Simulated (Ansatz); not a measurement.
**Re under changes of volume**

One of the cells (14.714 Å³/atom); the others are scaled copies at fixed shape and fractional positions:

```xyz
2
Lattice="2.7608 0.0000 0.0000 -1.3804 2.3909 0.0000 0.0000 0.0000 4.4582" Properties=species:S:1:pos:R:3 pbc="T T T"
Re    1.3804    0.7970    3.3436
Re    0.0000    1.5939    1.1145
```

* Program: Ansatz 0.2.0
* Functional: PBEsol
* Potentials or basis: Ansatz PAW
* Cutoff: 420 eV (not typed: the program's choice for these potentials)
* k mesh: 11 × 11 × 6
* Occupations: fermi-dirac, width 0.05 eV
* Spin: no spin polarisation

| volume (Å³/atom) | energy over the lowest point (meV/atom) | pressure (GPa) |
| --- | --- | --- |
| 13.831 | ? | ? |
| 14.125 | 14.41 | 12.4 |
| 14.420 | 0.00 | 3.6 |
| 14.714 | 0.82 | -4.2 |
| 15.008 | 15.32 | -11.2 |
| 15.303 | 42.04 | -17.5 |
| 15.597 | 79.70 | -23.2 |

Problem. What does the run at 13.831 Å³/atom give?

Solution. Energy over the lowest point 45.77 meV/atom; pressure 22.1 GPa.

Worked out: A Birch-Murnaghan fit of order 3 (a polynomial in V^(-2/3)) to the other rows has its minimum at 14.55 Å³/atom with B0 = V·E''(V) = 390 GPa and B' = 4.4 at fixed shape and positions, which overstates the stiffness. It gives 45.75 meV/atom at 13.831 Å³/atom, against the run's 45.77, and -dE/dV = 22.0 GPa, against 22.1.

Energies are extrapolated to zero smearing.

Caveats: the PAW data sets come from PBE, with cores solved anew for the run's functional, which leaves a small shift of forces and pressure.
